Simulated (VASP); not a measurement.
**Ta in VASP: convergence with k mesh**

Ta:

```xyz
1
Lattice="-1.6513 1.6513 1.6513 1.6513 -1.6513 1.6513 1.6513 1.6513 -1.6513" Properties=species:S:1:pos:R:3 pbc="T T T"
Ta    0.0000    0.0000    0.0000
```

```yaml
Program: VASP 6.6.1
Task: single point
Functional: PBE
Potentials_or_basis: VASP PAW PBE potentials, release 64 (Ta_pv)
Cutoff: 520 eV
k_mesh: 3 × 3 × 3
Occupations: methfessel-paxton, width 0.1 eV
Spin: no spin polarisation
```

These are the settings of the first run; the series varies k mesh, with any setting tied to it.

Hardware: 1 thread of Intel(R) Xeon(R) 6975P-C (Granite Rapids) (shared host).

The values tried are 3 × 3 × 3, 4 × 4 × 4, 5 × 5 × 5, 6 × 6 × 6, 8 × 8 × 8, 10 × 10 × 10, 13 × 13 × 13, 15 × 15 × 15, loosest first. From which on does the energy stay within 1 meV/atom of the tightest run that finished?

From 10 × 10 × 10 on.

```
      k mesh  energy less the tightest run, at zero smearing (meV/atom)  pressure (GPa)  SCF cycles  CPU time (s)  peak memory (GiB)
   3 × 3 × 3                                                    -163.20            2.45          11           1.3               0.13
   4 × 4 × 4                                                     -90.36            3.28          11           1.4               0.13
   5 × 5 × 5                                                      76.02            7.09          11           1.5               0.13
   6 × 6 × 6                                                      86.66            6.08          12           1.9               0.13
   8 × 8 × 8                                                     -25.62            1.00          11           2.5               0.14
10 × 10 × 10                                                       0.76            4.98          11           3.3               0.14
13 × 13 × 13                                                       0.60            3.94          11           5.1               0.14
15 × 15 × 15                                                       0.00            2.79          11           7.3               0.15
```

Not settled before the last step: the pressure (to 0.1 GPa). Meshes of other sizes hit other points, so gaps and Fermi surfaces needn't settle smoothly. The tightest run that finished is the yardstick and may itself not be fully converged.

Spin-orbit coupling is left out, which matters for the levels of Ta.
